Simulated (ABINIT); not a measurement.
Crystal: HfC.

```
Hf C
1.0
     0.00000    2.32500    2.32500
     2.32500    0.00000    2.32500
     2.32500    2.32500    0.00000
Hf C
1 1
Direct
  0.50000 0.50000 0.50000
  0.00000 0.00000 0.00000
```

Base run:

* Program: ABINIT 10.8.3 (patched build)
* Functional: LDA
* Potentials or basis: JTH PAW LDA v2.0
* Cutoff: 544 eV
* k mesh: 13 × 13 × 13
* Occupations: fermi-dirac, width 0.05 eV
* Spin: no spin polarisation

Its results: band gap on the k mesh none (metal or under the smearing width); pressure -12.3 GPa.

The run is repeated on the same cell with these changes: potentials or basis from JTH PAW LDA v2.0 to PseudoDojo NC SR LDA v0.4.1 standard; cutoff from 544 eV to 1116 eV; k mesh from 13 × 13 × 13 to 10 × 10 × 10. What comes out?

Band gap on the k mesh none (metal or under the smearing width); pressure -13.7 GPa.

Not every run made on this cell is shown here.
